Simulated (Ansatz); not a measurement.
# Phase order of Os along its cold isotherm

All-electron LAPW in Ansatz 0.2.0 under PBE, scalar-relativistic, energies extrapolated to zero smearing. Each structure type was compressed from its own relaxed volume, symmetry kept and shape relaxed on PAW files, and E(V) was fitted to energies and pressures; H = E + pV has no temperature or zero-point term. Only these types were tried: sc (Pm-3m, 17×17×17 mesh, 16.74 Å³/atom at rest); omega (P6/mmm, 9×9×13 mesh, 14.68 Å³/atom at rest); simple hexagonal (P6/mmm, 16×16×15 mesh, 15.79 Å³/atom at rest); beta tin (I4_1/amd, 16×16×16 mesh, 16.17 Å³/atom at rest); hcp (P6_3/mmc, 18×18×10 mesh, 14.28 Å³/atom at rest); diamond (Fd-3m, 13×13×13 mesh, 21.44 Å³/atom at rest); fcc (Fm-3m, 17×17×17 mesh, 14.35 Å³/atom at rest); bcc (Im-3m, 17×17×17 mesh, 14.79 Å³/atom at rest). Spin polarisation is left out. Spin–orbit coupling is left out; Fermi–Dirac smearing is 0.05 to 0.1 eV. Enthalpies carry a few meV/atom of noise from meshes and fits.

Enthalpies against hcp:

```
p (GPa)  sc (meV/atom)  omega (meV/atom)  simple hexagonal (meV/atom)  beta tin (meV/atom)  hcp (meV/atom)  diamond (meV/atom)  fcc (meV/atom)  bcc (meV/atom)
      0           1547               348                         1133                 1198               0                1295             143             890
     32           1972               419                         1394                 1522               0                2560             153             974
     85           2505               508                         1725                 1929               0                4234             164            1073
    160           3080               606                         2081                 2373               0                6156             175            1171
    320           3984               760                         2632                 3073               0                9400             188            1307
    530           4860               905                         3145                 3742               0               12766             195            1416
    800           5743              1044                         3637                 4394               0               16319             191            1502
   1000           6298              1126                         3935                 4791               0               18611             185            1543
```

(1) What sequence of phases does this give?

Answers

(1) Among the types tried, hcp is lowest at zero pressure and stays so up to 1100 GPa.
